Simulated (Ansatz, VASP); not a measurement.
# One calculation of Ir, two programs

File INCAR:

```
ALGO = Normal ; EDIFF = 1E-6
EDIFFG = -0.01 ; ENCUT = 600
GGA = PE ; IBRION = 2
ISIF = 3 ; ISMEAR = -1
ISPIN = 2 ; LASPH = True
LCHARG = False ; LMAXMIX = 4
LORBIT = 11 ; LREAL = False
LWAVE = False ; MAGMOM = 1
NELM = 150 ; NSW = 80
PREC = Accurate ; SIGMA = 0.05
```

Contents of KPOINTS:

```
k-points
0
Gamma
  13 13 13
```

File POSCAR:

```
Ir
1.0
    2.4815209647      0.0000000000      0.0000000000
    0.0000000000      2.4815209647      0.0000000000
    0.0000000000      0.0000000000      2.4815209647
Ir
1
Direct
    0.0000000000      0.0000000000      0.0000000000
```

Input for Ansatz:

```yaml
crystal:
  lattice:
    - [2.4815209647, 0.0, 0.0]
    - [0.0, 2.4815209647, 0.0]
    - [0.0, 0.0, 2.4815209647]
  atoms:
    - { symbol: Ir, position: [0.0, 0.0, 0.0], spin: 1.0 }
hamiltonian:
  xc: pbe
  pseudopotentials:
    kind: paw
    azcp:
      Ir: "pseudopotentials/Ir.paw.azcp"
basis:
  ecutwfc: 420
  fft_grid_basis: typed
kpoints:
  mp_grid: { grid: [13, 13, 13], shift: [0, 0, 0] }
magnetization:
  spin_polarized: true
scf:
  occupations: { method: fermi_dirac, width: 0.05 }
relax:
  max_steps: 60
  f_tol: 0.01
  cell: {}
```

The cell was built by a generator and needn't be a form met in nature.

Alike in both runs: task relaxation of cell and atoms; functional PBE; k mesh 13 × 13 × 13; occupations fermi-dirac, width 0.05 eV; collinear spin.

|  | VASP | Ansatz |
| --- | --- | --- |
| version | VASP 6.6.1 | Ansatz 0.2.0 |
| potentials or method | VASP PAW PBE potentials, release 64 (Ir) | plane waves (420 eV) with PAW, scalar-relativistic |
| plane-wave cutoff (eV) | 600 | 420 |
| valence electrons in the cell | 9 | 17 |

|  | VASP | Ansatz | Ansatz less VASP |
| --- | --- | --- | --- |
| net moment per atom (μB) | 0.00 | 0.00 | 0.000 |
| relaxed volume (Å³/atom) | 17.02 | 17.01 | -0.009 |
| relaxed cell length with the largest relative difference (Å) | 2.572 | 2.572 | -0.0004 |
| energy change over the relaxation (meV/atom) | -169 | -166 | +2.8 |

The two sets of potentials don't hold the same shells in valence. Ansatz warned: «seeded_moment_not_kept».

The runs have no spin-orbit coupling, so splittings on Ir are missing.
